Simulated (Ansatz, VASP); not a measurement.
Te in VASP and in Ansatz

```
CELL_PARAMETERS angstrom
4.43135 0.00000 0.00000
-2.21567 3.83766 0.00000
0.00000 0.00000 8.51867
ATOMIC_POSITIONS crystal
Te 0.00000 0.00000 0.00000
Te 0.00000 0.00000 0.50000
Te 0.33333 0.66667 0.25000
Te 0.66667 0.33333 0.75000
```

Alike in both runs: task single point; functional RPBE; k mesh 10 × 10 × 5; occupations fermi-dirac, width 0.1 eV; no spin polarisation.

|  | VASP | Ansatz |
| --- | --- | --- |
| version | VASP 6.6.1 | Ansatz 0.2.0 |
| potentials or method | VASP PAW PBE potentials, release 64 (Te) | plane waves (420 eV) with PAW, scalar-relativistic |
| plane-wave cutoff (eV) | 520 | 420 |
| valence electrons in the cell | 24 | 64 |

|  | VASP | Ansatz | Ansatz less VASP |
| --- | --- | --- | --- |
| pressure (GPa) | -2.8 | -2.7 | +0.07 |
| largest component of the traceless stress (GPa) | 0.49 | 0.48 | -0.009 |

The functional is the same, so the differences come from potentials, cutoffs and numerics. The two sets of potentials don't hold the same shells in valence.

Caveats: the PAW data sets were made with another functional, which shifts forces and pressure a little (VASP). Spin-orbit coupling is left out, which matters for the levels of Te.
